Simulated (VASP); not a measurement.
The system is Ag2O.

```xyz
6
Lattice="4.7180 0.0000 0.0000 0.0000 4.7180 0.0000 0.0000 0.0000 4.7180" Properties=species:S:1:pos:R:3 pbc="T T T"
Ag    3.5385    1.1795    3.5385
Ag    3.5385    3.5385    1.1795
Ag    1.1795    3.5385    3.5385
Ag    1.1795    1.1795    1.1795
O     2.3590    2.3590    2.3590
O     0.0000    0.0000    0.0000
```

```yaml
Program: VASP 6.6.1
Task: relaxation of cell and atoms
Functional: revPBE
Potentials_or_basis: VASP PAW PBE potentials, release 64 (Ag, O)
Cutoff: 600 eV
k_mesh: 5 × 5 × 5
Occupations: fermi-dirac, width 0.05 eV
Spin: no spin polarisation
```

At the start: pressure 7.4 GPa; volume 17.50 Å³/atom.

Task: Where does the relaxation end?

Result: Over 3 steps the energy falls by 36.7 meV/atom and the volume is 19.25 Å³/atom (+10.0 %); space group Pn-3m (No. 224, to 0.05 Å).

Step by step:
| step | energy change (eV) | largest force (eV/Å) | pressure (GPa) | volume (Å³) |
| --- | --- | --- | --- | --- |
| 1 | 0.0000 | 0.0000 | 7.40 | 105.02 |
| 2 | -0.2128 | 0.0000 | -1.08 | 117.79 |
| 3 | -0.2204 | 0.0000 | 0.03 | 115.52 |

Final structure:
```cif
data_structure
_symmetry_space_group_name_H-M 'P 1'
_symmetry_Int_Tables_number 1
_cell_length_a 4.8703
_cell_length_b 4.8703
_cell_length_c 4.8703
_cell_angle_alpha 90.000
_cell_angle_beta 90.000
_cell_angle_gamma 90.000
_cell_volume 115.52
loop_
_atom_site_label
_atom_site_type_symbol
_atom_site_fract_x
_atom_site_fract_y
_atom_site_fract_z
_atom_site_occupancy
Ag1 Ag 0.75000 0.25000 0.75000 1
Ag2 Ag 0.75000 0.75000 0.25000 1
Ag3 Ag 0.25000 0.75000 0.75000 1
Ag4 Ag 0.25000 0.25000 0.25000 1
O1 O 0.50000 0.50000 0.50000 1
O2 O 0.00000 0.00000 0.00000 1
```

Caveat: the PAW data sets were made with another functional, which shifts forces and pressure a little.
